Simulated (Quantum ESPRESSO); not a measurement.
# Pb in Quantum ESPRESSO: the effect of functional

The system is Pb.

```
CELL_PARAMETERS angstrom
0.00000 2.47502 2.47502
2.47502 0.00000 2.47502
2.47502 2.47502 0.00000
ATOMIC_POSITIONS crystal
Pb 0.00000 0.00000 0.00000
```

Alike in all runs:

| Property | Result |
| --- | --- |
| Program | Quantum ESPRESSO 7.5 |
| Task | phonon dispersion |
| Cutoff | 762 eV |
| Density cutoff | 3048 eV |
| k mesh | 10 × 10 × 10 |
| Occupations | cold, width 0.2 eV |
| Spin | no spin polarisation |

Each run relaxes the cell or the atoms first.

```csv
functional,potentials or basis,relaxed volume (Å³/atom),highest phonon frequency (cm⁻¹)
LDA,PseudoDojo 0.4.1 SR LDA standard,?,?
PBE,PseudoDojo 0.4.1 SR PBE standard,31.78,66
PBEsol,PseudoDojo 0.4.1 SR PBEsol standard,29.85,76
```

Question: What does the run with functional LDA give?

Answer: Relaxed volume 28.89 Å³/atom; highest phonon frequency 79 cm⁻¹.
